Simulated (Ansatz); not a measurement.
This cell of GeTe (alpha-GeTe type, space group R3m) is off equilibrium:

```xyz
2
Lattice="2.2207 1.2821 3.8246 -2.2207 1.2821 3.8246 0.0000 -2.5643 3.8246" Properties=species:S:1:pos:R:3 pbc="T T T"
Ge     0.0000     0.0000     2.6057
Te     0.0000     0.0000     8.8683
```

Method: PBE (plane waves to 420 eV, PAW, scalar-relativistic; Ansatz, an electronic-structure program). k mesh 10×10×10 (Γ-centred), Fermi-Dirac smearing 0.05 eV. The energy includes the smearing's −TS. Stress and pressure are positive under compression. GeTe was relaxed with its symmetry unable to fall. Spin-orbit coupling is left out, though Te is heavy. The PAW data are Ansatz's earlier set.

Task: Give the stress tensor in GPa and the pressure.

Result: 
```
   -4.4      0.0      0.0
    0.0     -4.4      0.0
    0.0      0.0     -2.1
```
The pressure, a third of the trace, is -3.6 GPa.

Task: It is the relaxed cell scaled evenly to V/V₀ = 1.160, atoms relaxed where free. What is its energy relative to the relaxed cell?

Result: 59 meV/atom.

(A scan under strain: stresses follow from slopes of the energy per volume, elastic moduli from its curvatures.)
